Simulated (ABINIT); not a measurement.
Input of an ABINIT 10.8.3 (patched build) run:

File run.abi:

```
# Pseudopotentials
pp_dirpath "./"
pseudos "Ba.GGA_PBE-JTH.xml, Ti.GGA_PBE-JTH.xml, O.GGA_PBE-JTH.xml"

# Structure
structure "poscar:POSCAR"
natom 10
chkprim 0
chksymtnons 0
tolsym 1.0e-6

# Plane-wave basis
ecut 625.861884 eV
pawecutdg 45.0
pawxcdev 0
pawovlp 30

# k points
kptopt 1
ngkpt 7 5 5
nshiftk 1
shiftk 0.0 0.0 0.0

# Exchange and correlation
ixc 11

# Bands and occupations
nband 48
occopt 3
tsmear 0.05 eV

# SCF cycle
nstep 100
tolvrs 1.0e-9

# Output
iomode 3
prtwf 0
prtden 0
prteig 0
prtebands 0
enunit 2
prtvol 2
```

File POSCAR:

```
BaTiO3
1.0
   -2.8276681600     -1.6325549700     -2.3177316100
    2.8276681600     -4.8976649200      0.0000000000
   -2.8276681600     -1.6325549700      4.6354632200
Ba Ti O
2 2 6
Direct
    0.0157454600      0.9951067300      0.9732589900  Ba
    0.9842545400      0.5048932700      0.5267410100  Ba
    0.5038597100      0.9895382000      0.5036220000  Ti
    0.4681402900      0.5104618000      0.0243780000  Ti
    0.5305500000      0.2316233900      0.7331572700  O
    0.4862500000      0.7582766100      0.2399427300  O
    0.4792171100      0.7573442300      0.7334846100  O
    0.5375828900      0.2527557700      0.2396153900  O
    0.9908878400      0.0289311200      0.4795032700  O
    0.0461121600      0.4710688800      0.0036967300  O
```

Potentials or basis: JTH PAW PBE v2.0.

Command:

```sh
$ mpirun --bind-to none -np 4 abinit run.abi > log 2>&1
```

(1) What does it give for the band gap on the k mesh?

(2) What does it give for the largest force?

(3) Estimate the pressure.

Results:

(1) 2.26 eV, indirect (least direct gap 2.34 eV).

(2) 3.312 eV/Å.

(3) 9.8 GPa.

Caveat: this set's barium file shifts pressures by 1.5 GPa and gaps by 0.1 eV against other sets; spin-orbit coupling is left out, which moves the levels of the heavy elements; an odd mesh through Γ misses points on the zone boundary, where band edges often lie; forces of over 1 eV/Å show positions far from the minimum, so gaps and moduli don't describe the material at rest; the atomic spheres overlap.
